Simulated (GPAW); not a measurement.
# Si (P6_3/mmc) in GPAW: single point with TB-mBJ

Aim: the single point of Si with TB-mBJ.

Program: GPAW 26.7.0. These are calculated values, not measurements. Logs are shortened: lines on timing, memory, paths and dates and some standing lists are left out, and cuts for length are marked. The log counts tension as positive stress, the text compression.

**1. Starting point**

Symmetry: P6_3/mmc, No. 194, hexagonal system. The conventional cell has a = 3.831 Å, b = 3.831 Å, c = 6.333 Å, α = 90.00°, β = 90.00°, γ = 120.00°. Around Si (site symmetry 3m) lie 4 Si at 2.35 to 2.37 Å.

This isn't the form of Si at room conditions, which is diamond.

**2. Single point, TB-mBJ**

run.py

```python
from ase import Atoms
from ase.dft.bandgap import bandgap
from ase.io import write
from gpaw import GPAW, PW

atoms = Atoms(['Si', 'Si', 'Si', 'Si'],
              cell=[[3.8313174605, 0.0, 0.0],
                    [-1.9156587303, 3.3180182508, 0.0],
                    [0.0, 0.0, 6.3326220002]],
              scaled_positions=[[0.6666666667, 0.3333333333, 0.9369905],
                                [0.3333333333, 0.6666666667, 0.4369905],
                                [0.6666666667, 0.3333333333, 0.5630095],
                                [0.3333333333, 0.6666666667, 0.0630095]],
              pbc=True)

calc = GPAW(mode=PW(600),
            xc='TB09',
            kpts={'size': (8, 8, 4), 'gamma': True},
            occupations={'name': 'fermi-dirac', 'width': 0.05},
            nbands=18,
            convergence={'density': 1e-05, 'energy': 1e-05},
            eigensolver='cg',
            maxiter=150,
            txt='gpaw.txt')
atoms.calc = calc
energy = atoms.get_potential_energy()
calc.write('gs.gpw')
write('result.traj', atoms)
print('Fermi level:', round(calc.get_fermi_level(), 4), 'eV')
print(f'Gap: {bandgap(calc)[0]:.4f} eV, direct: {bandgap(calc, direct=True)[0]:.4f} eV')
```

Potentials or basis: GPAW PAW data sets for LDA (gpaw-data 1.2.1), pw.

The run is started by

```bash
$ OMP_NUM_THREADS=1 python run.py
```

gpaw.txt:

```text
___ ___ ___ _ _ _
 |   |   |_  | | | |
 | | | | | . | | | |
 |__ |  _|___|_____|  26.7.0
 |___|_|

Input parameters:
  convergence: {density: 1e-05,
                energy: 1e-05}
  eigensolver: cg
  kpts: {gamma: True,
         size: (8, 8, 4)}
  maxiter: 150
  mode: {ecut: 600.0,
         name: pw}
  nbands: 18
  occupations: {name: fermi-dirac,
                width: 0.05}
  xc: TB09

System changes: positions, numbers, cell, pbc, initial_charges, initial_magmoms

Initialize ...

species:
  Si:
    name:    Silicon
    Z:       14.0
    valence: 4
    core:    10
    charge:  0.0  # [|e|]
    compensation charges:
      type: gauss
      rc: 0.33  # [Å]
      lmax: 2
    cutoffs:
      filter: 1.86  # [Å]
      core: 2.06  # [Å]
    projectors
    | kind |    occ | energy [eV] | rcut [Å] |
    |------|--------|-------------|----------|
    |   3s |  2.000 |     -10.878 |    1.058 |
    |   3p |  2.000 |      -4.162 |    1.058 |
    |    s |        |      16.334 |    1.058 |
    |    p |        |      23.049 |    1.058 |
    |    d |        |       0.000 |    1.058 |

    Using partial waves for Si as LCAO basis

Reference energy: -31434.852732  # eV

Spin-paired calculation

Convergence criteria:
 Maximum [total energy] change in last 3 cyles: 1e-05 eV / valence electron
 Maximum integral of absolute [dens]ity change: 1e-05 electrons / valence electron
 Maximum integral of absolute [eigenst]ate change: 4e-08 eV^2 / valence electron
 Maximum number of scf [iter]ations: 150
 (Square brackets indicate name in SCF output, whereas a 'c' in
 the SCF output indicates the quantity has converged.)

Symmetries present (total): 12

  ( 1  1  0)  ( 1  1  0)  ( 1  0  0)  ( 1  0  0)  ( 0  1  0)  ( 0  1  0)
  ( 0 -1  0)  (-1  0  0)  ( 0  1  0)  (-1 -1  0)  ( 1  0  0)  (-1 -1  0)
  ( 0  0  1)  ( 0  0 -1)  ( 0  0  1)  ( 0  0 -1)  ( 0  0 -1)  ( 0  0  1)

  ( 0 -1  0)  ( 0 -1  0)  (-1  0  0)  (-1  0  0)  (-1 -1  0)  (-1 -1  0)
  ( 1  1  0)  (-1  0  0)  ( 1  1  0)  ( 0 -1  0)  ( 1  0  0)  ( 0  1  0)
  ( 0  0 -1)  ( 0  0  1)  ( 0  0  1)  ( 0  0 -1)  ( 0  0  1)  ( 0  0 -1)

256 k-points: 8 x 8 x 4 Monkhorst-Pack grid + [1/16,1/16,1/8]
35 k-points in the irreducible part of the Brillouin zone
       k-points in crystal coordinates                weights
   0:     0.00000000    0.00000000    0.00000000          1/256
   1:     0.00000000    0.00000000    0.25000000          2/256
   2:     0.00000000    0.00000000    0.50000000          1/256
   3:     0.12500000    0.00000000   -0.25000000          6/256
   4:     0.12500000    0.00000000    0.00000000          6/256
   5:     0.12500000    0.00000000    0.25000000          6/256
   6:     0.12500000    0.00000000    0.50000000          6/256
   7:     0.25000000   -0.12500000    0.00000000          6/256
   8:     0.25000000   -0.12500000    0.25000000         12/256
   9:     0.25000000   -0.12500000    0.50000000          6/256
          ...
  34:     0.50000000    0.50000000    0.50000000          3/256

Wave functions: Plane wave expansion
  Cutoff energy: 600.000 eV
  Number of coefficients (min, max): 2670, 2738
  Pulay-stress correction: 0.000000 eV/Ang^3 (de/decut=0.000000)
  Using FFTW library
  ScaLapack parameters: grid=1x1, blocksize=None
  Wavefunction extrapolation:
    Improved wavefunction reuse through dual PAW basis

Occupation numbers: Fermi-Dirac:
  width: 0.0500  # eV

Eigensolver
   CG(niter=4, rtol=3.0e-01)

Densities:
  Coarse grid: 24*24*36 grid
  Fine grid: 48*48*72 grid
  Total Charge: 0.000000

Density mixing:
  Method: separate
  Backend: msr1
  Linear mixing parameter: 0.05
  old densities: 10
  Width of damping distribution: 1.1
  Damping of long wavelength oscillations: 20

Hamiltonian:
  XC and Coulomb potentials evaluated on a 48*48*72 grid
  Using the TB09 Exchange-Correlation functional
  External potential:
    NoExternalPotential

XC parameters: TB09 with 2 nearest neighbor stencil

Number of atoms: 4
Number of atomic orbitals: 16
Number of bands in calculation: 18
Number of valence electrons: 16
Bands to converge: occupied

... initialized

Initializing position-dependent things.

Density initialized from atomic densities
Creating initial wave functions:
  16 bands from LCAO basis set
  2 bands from random numbers

            Si

            Si
        Si

        Si

Atomic positions and initial magnetic moments

Positions:
   0 Si     1.915659    1.106006    5.933607    ( 0.0000,  0.0000,  0.0000)
   1 Si    -0.000000    2.212012    2.767296    ( 0.0000,  0.0000,  0.0000)
   2 Si     1.915659    1.106006    3.565326    ( 0.0000,  0.0000,  0.0000)
   3 Si    -0.000000    2.212012    0.399015    ( 0.0000,  0.0000,  0.0000)

Unit cell:
           periodic     x           y           z      points  spacing
  1. axis:    yes    3.831317    0.000000    0.000000    24     0.1383
  2. axis:    yes   -1.915659    3.318018    0.000000    24     0.1383
  3. axis:    yes    0.000000    0.000000    6.332622    36     0.1759

  Lengths:   3.831317   3.831317   6.332622
  Angles:   90.000000  90.000000 120.000000

Effective grid spacing dv^(1/3) = 0.1572

iter:   1  2130.040451
iter:   2  2128.770691   +0.77  -0.78
iter:   3  2132.947638   -0.20  -0.73
iter:   4  2140.441966   -0.31  -0.97
iter:   5  2142.293099   -0.50  -1.17
iter:   6  2144.433113   -1.27  -1.18
iter:   7  2144.225441   -1.37  -1.09
iter:   8  2144.239796   -1.84  -1.13
iter:   9  2143.401543   -1.75  -1.12
iter:  10  2142.750514   -1.79  -1.19
iter:  11  2139.996699   -1.52  -1.22
[... 4 lines left out ...]
iter:  16  2136.668359   -2.72  -2.81
iter:  17  2136.516897   -3.53  -2.74
iter:  18  2136.644913   -3.37  -2.65
iter:  19  2136.607273   -3.66  -2.66
iter:  20  2136.614092   -4.41  -3.44
iter:  21  2136.609067   -5.21  -3.36
iter:  22  2136.600581   -5.55  -3.47
iter:  23  2136.602290   -6.30  -4.20
iter:  24  2136.598964   -6.58  -4.12
iter:  25  2136.599571   -7.03  -4.62
iter:  26  2136.599343   -7.54c -4.55
iter:  27  2136.599309   -8.24c -4.62
iter:  28  2136.599063   -8.38c -4.68
iter:  29  2136.598796   -8.05c -5.14c
iter:  30  2136.598735   -8.52c -5.72c
iter:  31  2136.598592   -9.17c -5.56c
iter:  32  2136.598600c  -9.12c -5.88c

Converged after 32 iterations.

Dipole moment: (-0.000000, 0.000000, 0.000000) |e|*Ang

Energy contributions relative to reference atoms: (reference = -31434.852732)

Kinetic:         +5.391256
Potential:       -1.662507
External:        +0.000000
XC:            +2132.878397
Entropy (-ST):   -0.000001
Local:           -0.008545
SIC:             +0.000000
--------------------------
Free energy:   +2136.598599
Extrapolated:  +2136.598600

Showing only first 2 kpts
 Kpt  Band  Eigenvalues  Occupancy
  0     6      4.99941    1.99993
  0     7      4.99945    1.99993
  0     8      6.74204    0.00000
  0     9      7.61236    0.00000

  1     6      4.70003    2.00000
  1     7      4.70006    2.00000
  1     8      6.94352    0.00000
  1     9      7.90090    0.00000

Fermi level: 5.51354

Gap: 1.054 eV
Transition (v -> c):
  (s=0, k=0, n=7, [0.00, 0.00, 0.00]) -> (s=0, k=32, n=8, [0.50, 0.50, 0.00])
Direct/indirect transitions are different
Direct gap: 1.743 eV
Transition at: (s=0, k=0, n=7, [0.00, 0.00, 0.00])
Writing to gs.gpw (mode='')
```

Run time: 1.7 min. Hardware: 1 thread of Arm Neoverse V2, shared host; peak memory 0.22 GiB.

What came out:

```
Band gap on the k mesh : 1.05 eV, indirect (least direct gap 1.74 eV)
```

Levels at points of the mesh, in eV from the valence-band top:
```
           k point  band 4  band 5  band 6  band 7  band 8  band 9  band 10  band 11  band 12  band 13
(0.00, 0.00, 0.00)   -1.42   -1.42   -0.35    0.00    0.00    1.74     2.61     2.61     3.03     4.51
(0.00, 0.00, 0.50)   -3.95   -0.85   -0.85   -0.85   -0.85    2.51     2.51     3.55     3.55     3.55
(0.50, 0.50, 0.00)   -5.70   -4.34   -2.85   -2.68   -1.32    1.05     2.98     3.39     3.67     5.15
(0.50, 0.50, 0.50)   -6.94   -2.26   -2.26   -2.23   -2.23    1.57     1.57     2.24     2.24     6.15
```

Caveat: a model potential gives levels but no total energy. A k mesh can miss the band edges.
